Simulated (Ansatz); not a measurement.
Runs of Ansatz 0.2.0 on Sn. It takes space group Fd-3m (No. 227, cubic). Conventional cell: a = 6.467 Å, b = 6.467 Å, c = 6.467 Å, α = 90.00°, β = 90.00°, γ = 90.00°. Sn (site symmetry -43m) has 4 Sn at 2.80 Å as nearest neighbours. This isn't the form of Sn at room conditions, which is tetragonal (white tin).

```tsv
task	level	spin	cell	k mesh	points for each segment of the path	gap on the mesh (eV)	pressure (GPa)	relaxed volume (Å³/atom)
band structure	RPBE	off	as given	7 × 7 × 7	14	none	5.2	-
band structure	PBEsol	SOC, no magnetisation	as given	5 × 5 × 5	14	none	(b)	-
relaxation of cell and atoms	RPBE	off	relaxed	7 × 7 × 7	-	-	0.0	38.19
relaxation of cell and atoms	revPBE+D3(BJ)	off	relaxed	7 × 7 × 7	-	-	0.0	(a)
band structure	revPBE	off	as given	7 × 7 × 7	14	none	4.8	-
```

Alike in all rows: potentials or basis Ansatz PAW; cutoff (eV) 420; smearing fermi-dirac 0.05 eV.

Question: Estimate the missing entries.

Answer: (a) 35.21; (b) 1.6.

Caveats: the PAW data sets come from PBE, with cores solved anew for the run's functional, which leaves a small shift of forces and pressure; spin-orbit coupling is left out, which moves the levels of the heavy elements (some runs); the plane-wave basis is chosen anew once the cell has moved, so the energies of steps on either side of that aren't comparable (some runs); the volume moved by +13 % from the deposited cell, more than functionals usually miss (some runs).

A k mesh can miss the band edges, and rows without SOC leave out spin-orbit coupling on Sn.

A gap of «none» marks a metal or a gap under the smearing width.

Runs at the PBE level aren't shown here.
